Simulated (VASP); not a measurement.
# WSi₂: restarted molecular dynamics, 2 variants

WSi₂, P6_222 (no. 180), 9 atoms in the cell. PBE, molecular dynamics; PAW potentials W, Si (PBE set).

| Restart from | Temperature at the end (K) | The same without a restart (K) | Potential energy at the end (eV/atom) | The same without a restart (eV/atom) | Electronic steps in the first step after the restart | Time (s) |
|---|---|---|---|---|---|---|
| CONTCAR with velocities, WAVECAR read | 750.0 | 750.0 | -8.11220 | -8.11220 | 4 | 172 |
| CONTCAR with velocities, no WAVECAR | 750.0 | 750.0 | -8.11220 | -8.11220 | 17 | 178 |

Limits: 120 fs of 9 atoms are too short for converged averages; the cell is only 4.0 Å across, so each atom moves in step with near copies of itself.

## Input of the first row

INCAR.step1:
```
GGA = PE
PREC = Normal
ENCUT = 250
EDIFF = 1E-6
NELMIN = 4
NELM = 60
ALGO = Fast
LREAL = Auto
LASPH = T
ISMEAR = -1
SIGMA = 0.069
ISYM = 0
LWAVE = T
LCHARG = F
IBRION = 0
NSW = 30
POTIM = 2.0
TEBEG = 1600
ISIF = 2
RANDOM_SEED = 658124 0 0
MDALGO = 1
ANDERSEN_PROB = 0.0
KPAR = 2
```

INCAR.step2, as INCAR.step1 but for:
```
- LWAVE = T
+ LWAVE = F
```

KPOINTS:
```
k-points
0
Gamma
  3 3 2
```

POSCAR.step1:
```
Si2W
1.0
    4.6168523821      0.0000000000      0.0000000000
   -2.3084261911      3.9983114484      0.0000000000
    0.0000000000      0.0000000000      6.6532220000
W Si
3 6
Direct
    0.5000000000      0.0000000000      0.5000000000
    0.5000000000      0.5000000000      0.8333333333
    0.0000000000      0.5000000000      0.1666666667
    0.3272520000      0.1636260000      0.1666666667
    0.8363740000      0.1636260000      0.8333333333
    0.1636260000      0.3272520000      0.5000000000
    0.6727480000      0.8363740000      0.1666666667
    0.1636260000      0.8363740000      0.8333333333
    0.8363740000      0.6727480000      0.5000000000
```

Commands (each step's output is kept before the next begins):
```
cat potpaw_PBE.64/W/POTCAR potpaw_PBE.64/Si/POTCAR > POTCAR
cp INCAR.step1 INCAR
cp POSCAR.step1 POSCAR
mpirun -np 2 vasp_std > vasp.out
cp CONTCAR POSCAR
cp INCAR.step2 INCAR
mpirun -np 2 vasp_std > vasp.out
```

Changes of the last row against the first:
```
(step 1)
- LWAVE = True
+ LWAVE = False
```

VASP 6.6.1 took 172 s on 2 cores (AMD EPYC 7R13 (Zen 3)), a shared host.
